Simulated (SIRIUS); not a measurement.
# La (Im-3m) in SIRIUS: single point with AM05

Aim: the single point of La with AM05.

Everything below comes from runs of SIRIUS 7.12.0. Logs are shortened: lines on timing, memory, paths and dates and some standing lists are left out, and cuts for length are marked. The log counts tension as positive stress, the text compression.

**1. The structure**

The structure is cubic, space group Im-3m (No. 229). Conventional cell: a = 4.248 Å, b = 4.248 Å, c = 4.248 Å, α = 90.00°, β = 90.00°, γ = 90.00°. La (site symmetry m-3m) has 8 La at 3.68 Å as nearest neighbours.

This isn't the form of La at room conditions, which is double hcp.

**2. Single point, AM05**

Contents of sirius.json:

```json
{
  "control": {
    "processing_unit": "cpu",
    "std_evp_solver_name": "lapack",
    "gen_evp_solver_name": "lapack",
    "verbosity": 2,
    "print_forces": true,
    "ortho_rf": true,
    "use_second_variation": true,
    "rmt_max": 3.0,
    "num_bands_to_print": 21,
    "save_wf": true
  },
  "parameters": {
    "electronic_structure_method": "full_potential_lapwlo",
    "xc_functionals": ["XC_GGA_X_AM05", "XC_GGA_C_AM05"],
    "core_relativity": "dirac",
    "valence_relativity": "zora",
    "num_fv_states": 21,
    "smearing": "gaussian",
    "smearing_width": 0.0003674932,
    "pw_cutoff": 20,
    "gk_cutoff": 3.51,
    "lmax_apw": 11,
    "lmax_rho": 8,
    "lmax_pot": 8,
    "num_mag_dims": 0,
    "auto_rmt": 0,
    "ngridk": [11, 11, 11],
    "shiftk": [1, 1, 1],
    "num_dft_iter": 80,
    "energy_tol": 1e-07,
    "density_tol": 1e-05,
    "use_symmetry": true
  },
  "settings": {"tol_ne": 1e-10},
  "iterative_solver": {"type": "exact"},
  "mixer": {"type": "anderson", "beta": 0.2, "max_history": 12},
  "unit_cell": {
    "lattice_vectors": [
      [-4.0134590592, 4.0134590592, 4.0134590592],
      [4.0134590592, -4.0134590592, 4.0134590592],
      [4.0134590592, 4.0134590592, -4.0134590592]
    ],
    "atom_types": ["La"],
    "atom_files": {"La": "La.json"},
    "atoms": {"La": [[0.0, 0.0, 0.0]]}
  }
}
```

Contents of La.json:

```json
{
  "name": "lanthanum",
  "symbol": "La",
  "number": 57,
  "mass": 138.90547,
  "rmin": 1e-06,
  "rmt": 2.65,
  "nrmt": 800,
  "rinf": 19.04,
  "core": "1s2s2p3s3p3d4s4p",
  "valence": [
    {"basis": [{"enu": 0.09, "dme": 0, "n": 0, "auto": 0}, {"enu": 0.09, "dme": 1, "n": 0, "auto": 0}]},
    {"l": 0, "n": 1, "basis": [{"enu": 0.19, "dme": 0, "n": 0, "auto": 0}]},
    {"l": 1, "n": 2, "basis": [{"enu": 0.19, "dme": 0, "n": 0, "auto": 0}]},
    {"l": 2, "n": 3, "basis": [{"enu": 0.19, "dme": 0, "n": 0, "auto": 0}]},
    {"l": 3, "n": 4, "basis": [{"enu": 0.19, "dme": 0, "n": 0, "auto": 0}]}
  ],
  "lo": [
    {"l": 0, "basis": [{"enu": 0.19, "dme": 0, "n": 0, "auto": 0}, {"enu": 0.19, "dme": 1, "n": 0, "auto": 0}]},
    {
      "l": 0,
      "basis": [{"enu": -1.1238, "dme": 0, "n": 5, "auto": 1}, {"enu": -1.1238, "dme": 1, "n": 5, "auto": 1}]
    },
    {
      "l": 0,
      "basis": [{"enu": -1.1238, "dme": 1, "n": 5, "auto": 1}, {"enu": 0.19, "dme": 0, "n": 0, "auto": 0}]
    },
    {"l": 0, "basis": [{"enu": 0.19, "dme": 0, "n": 0, "auto": 0}, {"enu": 2.4684, "dme": 0, "n": 0, "auto": 0}]},
    {"l": 1, "basis": [{"enu": 0.19, "dme": 0, "n": 0, "auto": 0}, {"enu": 0.19, "dme": 1, "n": 0, "auto": 0}]},
    {
      "l": 1,
      "basis": [{"enu": -0.5172, "dme": 0, "n": 5, "auto": 1}, {"enu": -0.5172, "dme": 1, "n": 5, "auto": 1}]
    },
    {
      "l": 1,
      "basis": [{"enu": -0.5172, "dme": 1, "n": 5, "auto": 1}, {"enu": 0.19, "dme": 0, "n": 0, "auto": 0}]
    },
    {"l": 1, "basis": [{"enu": 0.19, "dme": 0, "n": 0, "auto": 0}, {"enu": 2.8101, "dme": 0, "n": 0, "auto": 0}]},
    {"l": 2, "basis": [{"enu": 0.19, "dme": 0, "n": 0, "auto": 0}, {"enu": 0.19, "dme": 1, "n": 0, "auto": 0}]},
    {"l": 2, "basis": [{"enu": -3.51, "dme": 0, "n": 4, "auto": 1}, {"enu": -3.51, "dme": 1, "n": 4, "auto": 1}]},
    {"l": 2, "basis": [{"enu": -3.51, "dme": 1, "n": 4, "auto": 1}, {"enu": 0.19, "dme": 0, "n": 0, "auto": 0}]},
    {"l": 2, "basis": [{"enu": 0.19, "dme": 0, "n": 0, "auto": 0}, {"enu": 3.1519, "dme": 0, "n": 0, "auto": 0}]},
    {"l": 3, "basis": [{"enu": 0.19, "dme": 0, "n": 0, "auto": 0}, {"enu": 0.19, "dme": 1, "n": 0, "auto": 0}]},
    {"l": 3, "basis": [{"enu": 0.19, "dme": 0, "n": 0, "auto": 0}, {"enu": 2.6678, "dme": 0, "n": 0, "auto": 0}]}
  ],
  "free_atom": [... radial grid and density of the free atom, the start of the SCF ...]
}
```

Contents of sirius_start.json:

```json
{
  "control": {
    "processing_unit": "cpu",
    "std_evp_solver_name": "lapack",
    "gen_evp_solver_name": "lapack",
    "verbosity": 1,
    "print_forces": false,
    "ortho_rf": true,
    "use_second_variation": true,
    "rmt_max": 3.0,
    "num_bands_to_print": 21,
    "save_wf": false
  },
  "parameters": {
    "electronic_structure_method": "full_potential_lapwlo",
    "xc_functionals": ["XC_LDA_X", "XC_LDA_C_PW"],
    "core_relativity": "dirac",
    "valence_relativity": "zora",
    "num_fv_states": 21,
    "smearing": "fermi_dirac",
    "smearing_width": 0.0055123983,
    "pw_cutoff": 20,
    "gk_cutoff": 2.81,
    "lmax_apw": 11,
    "lmax_rho": 8,
    "lmax_pot": 8,
    "num_mag_dims": 0,
    "auto_rmt": 0,
    "ngridk": [4, 4, 4],
    "shiftk": [0, 0, 0],
    "num_dft_iter": 30,
    "energy_tol": 0.01,
    "density_tol": 0.05,
    "use_symmetry": true
  },
  "settings": {"tol_ne": 1e-10},
  "iterative_solver": {"type": "exact"},
  "mixer": {"type": "anderson", "beta": 0.2, "max_history": 12},
  "unit_cell": {
    "lattice_vectors": [
      [-4.0134590592, 4.0134590592, 4.0134590592],
      [4.0134590592, -4.0134590592, 4.0134590592],
      [4.0134590592, 4.0134590592, -4.0134590592]
    ],
    "atom_types": ["La"],
    "atom_files": {"La": "La.json"},
    "atoms": {"La": [[0.0, 0.0, 0.0]]}
  }
}
```

Potentials or basis: all-electron FP-LAPW (ZORA valence), apw+lo standard.

Command:

```sh
$ OMP_NUM_THREADS=1 sirius.scf --input=sirius_start.json --output=start.json
$ OMP_NUM_THREADS=1 sirius.scf --input=sirius.json --output=output.json --task=1
```

Standard output:

```text
[info] SIRIUS version : 7.12.0
[info] number of MPI ranks           : 1
[info] MPI grid                      : 1 1
[info] maximum number of OMP threads : 1
[fft] FFT context for density and potential
[fft] =====================================
[fft]   plane wave cutoff                     : 20
[fft]   grid size                             : 48 48 48   total : 110592
[fft]   grid limits                           : -23 24   -23 24   -23 24
[fft]   number of G-vectors within the cutoff : 34905
[fft]   number of G-shells                    : 895
[fft] FFT context for coarse grid
[fft] =====================================
[fft]   plane wave cutoff                     : 7.02
[fft]   grid size                             : 18 18 18   total : 5832
[fft]   grid limits                           : -8 9   -8 9   -8 9
[fft]   number of G-vectors within the cutoff : 1505
[fft]   number of G-shells                    : 55
[unit cell] lattice vectors
[unit cell]   a1 :      -4.0134590592      4.0134590592      4.0134590592
[unit cell]   a2 :       4.0134590592     -4.0134590592      4.0134590592
[unit cell]   a3 :       4.0134590592      4.0134590592     -4.0134590592
[unit cell] reciprocal lattice vectors
[unit cell]   b1 :      -0.0000000000      0.7827643455      0.7827643455
[unit cell]   b2 :       0.7827643455     -0.0000000000      0.7827643455
[unit cell]   b3 :       0.7827643455      0.7827643455     -0.0000000000
[unit cell] unit cell volume :       258.59284414 [a.u.^3]
[unit cell] 1/sqrt(omega)    :         0.06218587
[unit cell] MT volume        :        77.95181491 (30.14%)
[unit cell] IT volume        :       180.64102923 (69.86%)
[unit cell] number of atom types : 1
[unit cell] type id : 0 symbol : La mt_radius :   2.650000 num_atoms : 1
[unit cell] total number of atoms : 1
[unit cell] number of symmetry classes : 1
[unit cell] atom id  type id  class id             position                      vector_field
[unit cell] ------------------------------------------------------------------------------------------
[unit cell]      0        0        0      0.00000   0.00000   0.00000      0.00000   0.00000   0.00000
[unit cell] atom id         position (Cartesian, a.u.)
[unit cell] ---------------------------------------------
[unit cell]      0       0.000000    0.000000    0.000000
[unit cell] class id : 0 atom id : 0
[unit cell] minimum bond length:     6.951515
[sym] space group number   : 229
[... 304 lines left out ...]
[generate_radial_functions] {l: 2, n: 4, enu: -3.28065, dme: 0, auto: 1}
[generate_radial_functions] {l: 2, n: 4, enu: -3.28065, dme: 1, auto: 1}
[generate_radial_functions] {l: 2, n: 4, enu: -3.28065, dme: 1, auto: 1}
[diagonalize] Lowest band energies
[diagonalize] ik:    0   -3.280778   -3.280778   -3.280777   -3.280442   -3.280442   -0.922450   -0.304814   -0.298871   -0.298871    0.177061    0.320553    0.320553    0.340124    0.343838    0.349083    0.349083    0.364709    0.364709    0.365555    0.380156    0.418348
[diagonalize] ik:    1   -3.280779   -3.280777   -3.280777   -3.280442   -3.280442   -0.921062   -0.315066   -0.302066   -0.299083    0.199897    0.306293    0.306306    0.340317    0.347742    0.352400    0.353546    0.363303    0.365694    0.367664    0.404600    0.413404
[diagonalize] ik:    2   -3.280778   -3.280777   -3.280775   -3.280442   -3.280442   -0.919221   -0.327172   -0.306684   -0.299365    0.222583    0.293199    0.302696    0.340009    0.349685    0.353372    0.356731    0.362794    0.365972    0.371264    0.416668    0.435979
[diagonalize] ik:    3   -3.280778   -3.280777   -3.280774   -3.280442   -3.280442   -0.917504   -0.337573   -0.310902   -0.299630    0.227118    0.283442    0.322573    0.340121    0.350376    0.355166    0.358944    0.362863    0.366185    0.376140    0.424378    0.443998
[diagonalize] ik:    4   -3.280778   -3.280776   -3.280774   -3.280442   -3.280442   -0.916472   -0.343500   -0.313366   -0.299790    0.223680    0.278273    0.339079    0.340386    0.350558    0.358938    0.360261    0.363124    0.366147    0.388515    0.426460    0.449212
[diagonalize] ...
[diagonalize] ik:   51   -3.280776   -3.280774   -3.280773   -3.280443   -3.280442   -0.912993   -0.334627   -0.325225   -0.321472    0.235297    0.246700    0.335443    0.337238    0.347721    0.351725    0.364933    0.366059    0.367261    0.412900    0.421379    0.511503
[diagonalize] ik:   52   -3.280775   -3.280774   -3.280773   -3.280443   -3.280442   -0.912669   -0.332382   -0.328641   -0.322349    0.232516    0.238855    0.335125    0.344645    0.347727    0.350312    0.365779    0.365807    0.367370    0.415008    0.453758    0.487408
[diagonalize] ik:   53   -3.280773   -3.280773   -3.280773   -3.280443   -3.280441   -0.912360   -0.330332   -0.327443   -0.327443    0.225645    0.233824    0.343245    0.347011    0.347011    0.347390    0.365879    0.365879    0.368041    0.451419    0.451419    0.487283
[diagonalize] ik:   54   -3.280773   -3.280773   -3.280773   -3.280442   -3.280441   -0.911958   -0.331260   -0.328706   -0.327709    0.222714    0.225173    0.343228    0.346475    0.348469    0.349996    0.366531    0.366886    0.367126    0.462456    0.465296    0.505393
[diagonalize] ik:   55   -3.280773   -3.280773   -3.280773   -3.280442   -3.280442   -0.911570   -0.329979   -0.329979   -0.329979    0.217684    0.217684    0.343787    0.349362    0.349362    0.349362    0.367105    0.367105    0.367105    0.503133    0.503133    0.503133
[generate_core_charge_density] atom class : 0
[generate_core_charge_density]   n,l,k : 1 0 1  energy :       -1421.04203458
[generate_core_charge_density]   n,l,k : 2 0 1  energy :        -225.73186142
[generate_core_charge_density]   n,l,k : 2 1 1  energy :        -212.91204634
[generate_core_charge_density]   n,l,k : 2 1 2  energy :        -197.75218554
[generate_core_charge_density]   n,l,k : 3 0 1  energy :         -47.84984786
[generate_core_charge_density]   n,l,k : 3 1 1  energy :         -42.44225711
[generate_core_charge_density]   n,l,k : 3 1 2  energy :         -39.48773626
[generate_core_charge_density]   n,l,k : 3 2 2  energy :         -30.00068567
[generate_core_charge_density]   n,l,k : 3 2 3  energy :         -29.36783389
[generate_core_charge_density]   n,l,k : 4 0 1  energy :          -9.22882678
[generate_core_charge_density]   n,l,k : 4 1 1  energy :          -7.23957980
[generate_core_charge_density]   n,l,k : 4 1 2  energy :          -6.60821625
[find] Total energy                   :   -8491.51247365 (Ha),  -16983.02494731 (Ry)
[find] iteration : 1, RMS (target) : 5.2004e-02 (1.0000e-05) , energy difference (target) : 1.1934e-04 (1.0000e-07)
[find] Total energy                   :   -8491.51260216 (Ha),  -16983.02520433 (Ry)
[find] iteration : 2, RMS (target) : 1.4180e-02 (1.0000e-05) , energy difference (target) : -1.2851e-04 (1.0000e-07)
[find] Total energy                   :   -8491.51254561 (Ha),  -16983.02509122 (Ry)
[... 19 lines left out ...]
[find] valence_eval_sum               :     -35.57614912
[find] core_eval_sum                  :   -5204.22505424
[find] kinetic energy                 :    9084.44558774
[find] enuc                           :  -10346.92379513
[find] <rho|V^{XC}>                   :    -261.96219632
[find] <rho|E^{XC}>                   :    -197.89205822
[find] <mag|B^{XC}>                   :       0.00000000
[find] <rho|V^{H}>                    :  -14062.28459479
[find] smearing (-TS)                 :      -0.00001214
[find] SCF correction                 :       0.00001459
[find] Total energy                   :   -8491.51254840 (Ha),  -16983.02509681 (Ry)
[find] Free energy (E-TS)             :   -8491.51256055 (Ha),  -16983.02512109 (Ry)
[find] band gap (eV)                  :       0.00000000
[find] Efermi                         :       0.29953469
[find] iteration : 8, RMS (target) : 9.7690e-07 (1.0000e-05) , energy difference (target) : -2.5919e-08 (1.0000e-07)
[find] converged after 9 SCF iterations!
[find] Charges and magnetic moments
[find] --------------------------------------------------------------------------------
[find] atom      charge    core leakage
[find] --------------------------------------------------------------------------------
[find]    0   54.269303    7.143644e-06
[find] total core leakage    : 7.14364354e-06
[find] interstitial charge   : 2.730689
[find] total charge          : 56.999991
[find] Energy
[find] --------------------------------------------------------------------------------
[find] valence_eval_sum               :     -35.57614912
[find] core_eval_sum                  :   -5204.22505424
[find] kinetic energy                 :    9084.44558774
[find] enuc                           :  -10346.92379513
[find] <rho|V^{XC}>                   :    -261.96219632
[find] <rho|E^{XC}>                   :    -197.89205822
[find] <mag|B^{XC}>                   :       0.00000000
[find] <rho|V^{H}>                    :  -14062.28459479
[find] smearing (-TS)                 :      -0.00001214
[find] SCF correction                 :       0.00001459
[find] Total energy                   :   -8491.51254840 (Ha),  -16983.02509681 (Ry)
[find] Free energy (E-TS)             :   -8491.51256055 (Ha),  -16983.02512109 (Ry)
[find] band gap (eV)                  :       0.00000000
[find] Efermi                         :       0.29953469
[ground_state]
[ground_state] ==== total Forces in Ha/bohr =====
[ground_state] atom:    0, force:       0.0000000      0.0000000      0.0000000
[ground_state] ==== contribution from density =====
[ground_state] atom:    0, force:       0.0000000      0.0000000      0.0000000
[ground_state] ==== contribution from Hartree potential =====
[ground_state] atom:    0, force:       0.0000000      0.0000000      0.0000000
[ground_state] ==== contribution from IBS =====
[ground_state] atom:    0, force:       0.0000000      0.0000000      0.0000000
```

Wall time 49 s (1 thread of Arm Neoverse V1, shared host); peak memory 0.46 GiB.

What came out:

* Free energy: -231065.8281 eV
* Band gap on the k mesh: none (metal or under the smearing width)
* All electrons inside the program's atomic spheres: La 54.27 (radii La 2.65 bohr)
